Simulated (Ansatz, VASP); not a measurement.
# Cross-check of TePb between VASP and Ansatz

Aim: how closely do two programs agree when they are given the same cell, functional and k mesh?

Method: plane waves, with VASP 6.6.1 beside it; single point at PBEsol, in Ansatz 0.2.0.

### 1. Starting point

Symmetry: Fm-3m, No. 225, cubic system. Conventional cell: a = 6.462 Å, b = 6.462 Å, c = 6.462 Å, α = 90.00°, β = 90.00°, γ = 90.00°. Nearest to Pb lie 6 Te at 3.23 Å. Te has 6 Pb at 3.23 Å nearest. Farther neighbours and most contacts between anions are not listed.

As a file:

```cif
data_structure
_symmetry_space_group_name_H-M 'P 1'
_symmetry_Int_Tables_number 1
_cell_length_a 4.5693
_cell_length_b 4.5693
_cell_length_c 4.5693
_cell_angle_alpha 60.000
_cell_angle_beta 60.000
_cell_angle_gamma 60.000
_cell_volume 67.46
loop_
_atom_site_label
_atom_site_type_symbol
_atom_site_fract_x
_atom_site_fract_y
_atom_site_fract_z
_atom_site_occupancy
Pb1 Pb 0.00000 0.00000 0.00000 1
Te2 Te 0.50000 0.50000 0.50000 1
```

### 2. VASP: single point, PBEsol

With cell and atoms fixed, the geometry can't cause a difference; cores, projectors, grids and the points listed under the comparison can.

Lines of VASP's logs that name or quote its potential files are left out, and so is its time.

File INCAR:

```
SYSTEM = TePb
PREC = Accurate
ENCUT = 400
EDIFF = 1E-05
NELM = 100
ISMEAR = 0
SIGMA = 0.05
LREAL = .FALSE.
ALGO = Normal
GGA = PS
NBANDS = 16
LORBIT = 11
LWAVE = .FALSE.
LCHARG = .FALSE.
KPAR = 2
```

File POSCAR:

```
TePb
1.0
    0.0000000000      3.2310000000      3.2310000000
    3.2310000000      0.0000000000      3.2310000000
    3.2310000000      3.2310000000      0.0000000000
Pb Te
1 1
Direct
    0.0000000000      0.0000000000      0.0000000000
    0.5000000000      0.5000000000      0.5000000000
```

File KPOINTS:

```
Automatic mesh
0
Gamma
6 6 6
0 0 0
```

The projector-augmented-wave data sets are Pb_d and Te (PBE family, release 64).

Command:

```bash
$ mpirun -np 2 vasp_std
```

Numbers of over 12 decimals in the logs are rounded to 6 here.

Output:

```text
[banner, memory and clock lines left out]
running    2 mpi-ranks, on    1 nodes
 distrk:  each k-point on    1 cores,    2 groups
 distr:  one band on    1 cores,    1 groups

 POSCAR found type information on POSCAR PbTe
 POSCAR found :  2 types and       2 ions
|                                                                             |
|               ----> ADVICE to this user running VASP <----                  |
|                                                                             |
|     You enforced a specific xc type in the INCAR file but a different       |
|     [... a line on the potential file left out ...]
|     I HOPE YOU KNOW WHAT YOU ARE DOING!                                     |
|                                                                             |

 LDA part: xc-table for (Slater+PW92), standard interpolation
 POSCAR, INCAR and KPOINTS ok, starting setup
 FFT: planning ... GRIDC
 FFT: planning ... GRID_SOFT
 FFT: planning ... GRID
 WAVECAR not read
 entering main loop
       N       E                     dE             d eps       ncg     rms          rms(c)
DAV:   1     0.134264911226E+03    0.13426E+03   -0.81457E+03   520   0.101E+03
DAV:   2     0.822702962992E-01   -0.13418E+03   -0.13086E+03   552   0.274E+02
DAV:   3    -0.818371967944E+01   -0.82660E+01   -0.82489E+01   656   0.746E+01
DAV:   4    -0.837666641269E+01   -0.19295E+00   -0.19292E+00   696   0.142E+01
DAV:   5    -0.838050688794E+01   -0.38405E-02   -0.38405E-02   712   0.143E+00    0.340E+00
DAV:   6    -0.826519317635E+01    0.11531E+00   -0.26143E-01   744   0.400E+00    0.211E+00
DAV:   7    -0.825913075159E+01    0.60624E-02   -0.72608E-02   704   0.146E+00    0.879E-01
DAV:   8    -0.825944058989E+01   -0.30984E-03   -0.79349E-03   640   0.932E-01    0.112E-01
DAV:   9    -0.825938513398E+01    0.55456E-04   -0.90071E-04   776   0.307E-01    0.378E-02
DAV:  10    -0.825939062352E+01   -0.54895E-05   -0.80195E-05   664   0.757E-02
   1 F= -.82593906E+01 E0= -.82593906E+01  d E =-.132960E-12
```

OUTCAR, selected parts (step 2):

```text
ion  position               nearest neighbor table
   1  0.000  0.000  0.000-   2 3.23   2 3.23   2 3.23   2 3.23   2 3.23   2 3.23
   2  0.500  0.500  0.500-   1 3.23   1 3.23   1 3.23   1 3.23   1 3.23   1 3.23

  LATTYP: Found a face centered cubic cell.
 ALAT       =     6.4620000000

 Subroutine GETGRP returns: Found 48 space group operations
 (whereof 48 operations were pure point group operations)

The static configuration has the point symmetry O_h .

 Found     16 irreducible k-points:

   k-points           NKPTS =     16   k-points in BZ     NKDIM =     16   number of bands    NBANDS=     16

   dimension x,y,z NGX =    30 NGY =   30 NGZ =   30
   dimension x,y,z NGXF=    60 NGYF=   60 NGZF=   60

   ENCUT  =  400.0 eV  29.40 Ry    5.42 a.u.   7.45  7.45  7.45*2*pi/ulx,y,z

   NELECT =      20.0000    total number of electrons

 k-points in reciprocal lattice and weights: Automatic mesh
   0.00000000  0.00000000  0.00000000       0.005
   0.16666667  0.00000000  0.00000000       0.037
   0.33333333  0.00000000  0.00000000       0.037
   0.50000000  0.00000000  0.00000000       0.019
   0.16666667  0.16666667  0.00000000       0.028
   0.33333333  0.16666667  0.00000000       0.111
   0.50000000  0.16666667  0.00000000       0.111
  -0.33333333  0.16666667  0.00000000       0.111
  -0.16666667  0.16666667  0.00000000       0.056
[...]
-0.33333333  0.33333333  0.16666667       0.111
  -0.33333333  0.50000000  0.16666667       0.056

 average (electrostatic) potential at core
       1 -91.4756       2 -88.1322

 E-fermi :   5.6931

 k-point     1 :       0.0000    0.0000    0.0000
  band No.  band energies     occupation
    ...
      6      -6.5740      2.00000
      7      -0.1563      2.00000
      8       4.1266      2.00000
      9       4.1266      2.00000
     10       4.1266      2.00000
     11       9.5159      0.00000
     12       9.5159      0.00000
     13       9.5159      0.00000
     14      11.2173      0.00000
     15      11.2173      0.00000
    ...

 k-point     2 :       0.1667    0.0000    0.0000
  band No.  band energies     occupation
    ...
      6      -6.3368      2.00000
      7      -0.8825      2.00000
      8       4.1981      2.00000
      9       4.1981      2.00000
     10       4.5090      2.00000
     11       8.3146      0.00000
     12       8.5790      0.00000
     13       8.5790      0.00000
     14      11.0425      0.00000
     15      11.7271      0.00000
    ...

 k-point     3 :       0.3333    0.0000    0.0000
  band No.  band energies     occupation
    ...
      6      -5.6889      2.00000
      7      -2.2794      2.00000
      8       4.4131      2.00000
      9       4.4131      2.00000
     10       5.0732      2.00000
     11       6.8660      0.00000
     12       7.2873      0.00000
     13       7.2873      0.00000
     14      11.9824      0.00000
     15      13.0927      0.00000
    ...

  Total       -0.1379925     -0.1379925     -0.1379925      0.0000000      0.0000000     -0.0000000
  in kB       -3.2773687     -3.2773687     -3.2773687      0.0000000      0.0000000     -0.0000000
  external PRESSURE =      -3.2773687 kB  Pullay stress =       0.0000000 kB

  energy-cutoff  :      400.00
  volume of cell :       67.46
      direct lattice vectors                 reciprocal lattice vectors
     0.000000000  3.231000000  3.231000000    -0.154750851  0.154750851  0.154750851
     3.231000000  0.000000000  3.231000000     0.154750851 -0.154750851  0.154750851
     3.231000000  3.231000000  0.000000000     0.154750851  0.154750851 -0.154750851

 POSITION                                       TOTAL-FORCE (eV/Angst)
 -----------------------------------------------------------------------------------
      0.00000      0.00000      0.00000         0.000000      0.000000     -0.000000
      3.23100      3.23100      3.23100         0.000000      0.000000      0.000000
 -----------------------------------------------------------------------------------
    total drift:                               -0.000000      0.000000      0.000000

  FREE ENERGIE OF THE ION-ELECTRON SYSTEM (eV)
  ---------------------------------------------------
  free  energy   TOTEN  =        -8.2593906235 eV

  energy  without entropy=       -8.2593906235  energy(sigma->0) =       -8.25939062

 total charge
# of ion       s       p       d       tot
------------------------------------------
    1        1.448   0.583   9.830  11.861
    2        1.377   1.986   0.019   3.381
--------------------------------------------------
tot          2.825   2.569   9.849  15.243

[... 3 further parts left out ...]
```

The run ends at a pressure of -0.33 GPa.

### 3. Ansatz: single point, PBEsol

Ansatz runs on its default PAW (the set named soft_2) files.

The same cell, functional, mesh and smearing now go to Ansatz, which takes its cutoff from its data sets.

File input.yaml:

```yaml
crystal:
  lattice:
    - [0.0, 3.231, 3.231]
    - [3.231, 0.0, 3.231]
    - [3.231, 3.231, 0.0]
  atoms:
    - { symbol: Pb, position: [0.0, 0.0, 0.0] }
    - { symbol: Te, position: [0.5, 0.5, 0.5] }
hamiltonian:
  xc: pbesol
  pseudopotentials: { kind: paw }
kpoints:
  mp_grid: { grid: [6, 6, 6] }
scf:
  occupations: { method: gaussian, width: 0.05 }
  n_extra_bands: 4
output:
  forces: true
  stress: true
  eigenvalues: true
  write_density: true
  write_potential: true
  elf: true
  volumetric_format: npy
```

Command:

```bash
$ ansatz run input.yaml --threads 2 --pin off --max-ram 4608MiB --backend cpu --events-out ev --progress --plain --runs-dir out
```

Output:

```text
scf.n_extra_bands = 4 over 15 filled bands (N_el = 30.0): the run solves 19 bands
Engine: ansatz 0.2.0, x86_64-unknown-linux-gnu
Pseudopotentials: kind: paw
Pseudopotential: Pb, paw, valence charge 14, recommended cutoff 420 eV (normal), Pb.paw.azcp
Pseudopotential: Te, paw, valence charge 16, recommended cutoff 420 eV (normal), Te.paw.azcp
Functional definition: PBEsol
  exchange = pbesol_x
  correlation = pbesol_c
Crystal: 2 atoms, lattice volume = 67.459 Å³
Basis set: ecut = 420 eV, 1363 PW (Γ), exchange–correlation on 64×64×64 points (8 copies of the dense FFT grid, shifted against one another)
Bands: 19, of which v1, the nominal top of the filled ones, is band 15 counted from 1 (14 counted from 0)
Symmetry: 48 space group operations
Space group: Fm-3m (ITA 225), of the structure as read, at distance tolerance 4.1e-5 Å
k-points: 16 of 216
Non-local potential: Pb, projectors of the file, l = 0: 2, l = 1: 2, l = 2: 2, l = 3: 2
Non-local potential: Te, projectors of the file, l = 0: 2, l = 1: 2, l = 2: 2, l = 3: 2
PAW form: soft (Blöchl's): semilocal exchange-correlation on the pseudo side does not see the compensation charge
PAW frozen core: Pb, regenerated for the run's functional, and the local potential with it (the file was generated under x = pbe(κ = 0.804, μ = 0.219515), c = pbe(β = 0.066725))
PAW frozen core: Te, regenerated for the run's functional, and the local potential with it (the file was generated under x = pbe(κ = 0.804, μ = 0.219515), c = pbe(β = 0.066725))
PAW one-centre angular grid: Pb, 590 points (default); XC on 64 Gauss nodes
PAW one-centre angular grid: Te, 590 points (default); XC on 64 Gauss nodes
Initial density: superposition of atomic densities (neutral atoms: chi_scale 0, normalization atom), corrected by the library's trained network
Initial wavefunctions: pseudopotential atomic-orbital guess
Functional: x = pbesol(κ = 0.804, μ = 0.123457), c = pbesol(β = 0.046)
SCF iter   1: F=—  HF=-18657.193647 eV  |F-HF|=—  |Δ(HF+E_count)|=         —  Δρ=2.11e-3  dr2=4.95e-3  ethr=1.77e-3  ⟨swp⟩=6.6  Hψ=1590  notcnv=0
preconditioner: auto → none  [insulator: Δε(μ)=0.648 eV  Ē_g=14.647 eV  σ=0.050 eV  W_gap=1.00  n_scr=14 (ndim 8)  ℏωp=20.2 eV  f_vac=0.014  D(μ)=0.00/eV (n_scr^D=0)  ε∞_Penn≈2.9]
SCF iter   2: F=—  HF=-18657.190148 eV  |F-HF|=—  |Δ(HF+E_count)|=   3.50e-3  Δρ=8.62e-4  dr2=5.18e-4  ethr=1.65e-5  ⟨swp⟩=2.2  Hψ=659  notcnv=0
SCF iter   3: F=—  HF=-18657.190065 eV  |F-HF|=—  |Δ(HF+E_count)|=   8.32e-5  Δρ=3.09e-4  dr2=5.60e-5  ethr=1.73e-6  ⟨swp⟩=2.0  Hψ=456  notcnv=0
SCF iter   4: F=—  HF=-18657.190080 eV  |F-HF|=—  |Δ(HF+E_count)|=   1.46e-5  Δρ=1.32e-4  dr2=8.73e-6  ethr=1.87e-7  ⟨swp⟩=1.8  Hψ=324  notcnv=0
SCF iter   5: F=—  HF=-18657.190084 eV  |F-HF|=—  |Δ(HF+E_count)|=   4.47e-6  Δρ=1.76e-5  dr2=1.55e-7  ethr=2.91e-8  ⟨swp⟩=2.0  Hψ=357  notcnv=0
SCF iter   6: F=-18657.190084 eV  HF=-18657.190084 eV  |F-HF|=5.31e-10  |Δ(HF+E_count)|=   5.05e-8  Δρ=1.49e-6  dr2=9.15e-10  ethr=3.33e-10  ⟨swp⟩=10.1  Hψ=2300  notcnv=0
SCF 1 converged in 6 iterations: F = -18657.190084 eV  dr2 = 9.15e-10
  greatest PAW one-centre occupation: 0.998 electrons in one spin orbital (limit 2), on the Te atom at site 1 (counted from 0), in its partial waves of l = 2
SCF converged after 6 iterations
Free energy (F): -18657.190084 eV
Harris-Foulkes:  -18657.190084 eV  (|F-HF|=5.31e-10)
Internal energy: -18657.190084 eV  (E = F + TS)
E sigma→0 (E₀):  -18657.190084 eV
Fermi energy:    8.866809 eV
--- Per-component energies (eV) ---
  E_band       = -320.191165
  E_kinetic    = 468.597728
  E_local      = -2389.126402  (includes V_loc(G=0)·N_el)
  E_nonlocal   = 44.281405
  E_hartree    = 1253.316383
  E_xc         = -342.743852
  E_vxc        = -237.254306  (∫ρ·V_xc dr)
  E_paw        = -14839.032965  (= ΣΔE_a)
  E_vpaw       = -713.323301  (= ΣTr[D̂ρ^β])
  E_aug_tail   = -0.000149  (compensation charges beyond the density's cutoff)
  E_ewald      = -2852.919164
  E_core_change = 0.436932  (= ΣΔE_core)
  E_smearing   = -0.000000  (= −TS)
  E_closure    = 0.000000  (closes the sum)
  Σ components = -18657.190084   (vs F -18657.190084, Δ=0.00e0)
--- Forces (eV/Å), atoms counted from 1 ---
  atom   1  Pb    -0.00000000     0.00000000    -0.00000000
  atom   2  Te     0.00000000     0.00000000     0.00000000
  max |Σ_I F_I| component: 2.51e-29 eV/Å
--- Stress (GPa, compression-positive) ---
       -0.382916      -0.000000      -0.000000
       -0.000000      -0.382916       0.000000
        0.000000      -0.000000      -0.382916
  P = ⅓ Tr σ = -0.3829 GPa (-3.829 kbar)
--- Band table (eV; the first three rows and the last of 16) ---
  k-point 0: bands = [... 11 lower, 2.9205, 7.1975, 7.1975, 7.1975, 12.5907, 12.5907, 12.5907, 14.3136]
  k-point 1: bands = [... 11 lower, 2.1952, 7.2688, 7.2688, 7.5809, 11.3903, 11.6563, 11.6563, 14.1276]
  k-point 2: bands = [... 11 lower, 0.8019, 7.4831, 7.4831, 8.1474, 9.9410, 10.3653, 10.3653, 15.0633]
  k-point 15: bands = [... 11 lower, 0.7075, 4.3500, 5.1782, 7.2802, 11.3119, 12.8008, 14.4901, 14.5518]
```

The job ended after 1.5 s (2 threads of Intel Xeon Platinum 8259CL at 2.50GHz (Skylake/Cascade Lake), shared host; peak memory 0.41 GiB).

Reading the cycles: dr2 is the Hartree energy of the density residual (eV), the measure of convergence; HF is the Harris–Foulkes estimate of the energy, which meets the free energy F at convergence.

The run ends at a pressure of -0.38 GPa.

### 4. Differences

Known differences besides the potentials themselves: the data sets hold 30 valence electrons in Ansatz (default PAW (the set named soft_2) files) and 20 in VASP; the cutoff is 420 eV in Ansatz and 400 eV in VASP; Ansatz makes its cores anew for this functional, VASP keeps those of its PBE data sets; VASP leaves aspherical gradient terms in its spheres out (LASPH is not set), Ansatz keeps them. Total energies have different zeros and are not compared.

Compared:

```csv
quantity,Ansatz,VASP,difference
pressure (GPa),-0.38,-0.33,-0.06
gap on the k mesh (eV),0.665,0.668,-0.003
```

A gap on the mesh is an upper bound, since the band edges may lie between its points; neither run holds spin-orbit coupling, which can move the band edges of a compound of Pb. Ansatz's pressure holds a Pulay correction of 0.02 GPa; VASP's holds none.

### 5. Summary of results

```
difference in gap on the k mesh (single point, PBEsol) : -0.0029 eV
```

In words: The difference in gap on the k mesh is -0.0029 eV (single point, PBEsol), within the 0.08 eV picked in this series as the mark of a large difference. 1 further run of this series is not shown here. How closely two codes agree says nothing of how well the functional describes the real material.

[Lines on the potential files, build, host, timing and source positions are cut from VASP's logs without a mark.]

[Logs are printed without paths, hosts, clocks, repeated set-up lines and the standing remarks that a program may print on its own settings, such as how far it seeks lower states.]

[Hosts, paths, dates, database ids (printed as entryN), source tags and the programs' standing remarks are cut or masked in the printed files.]
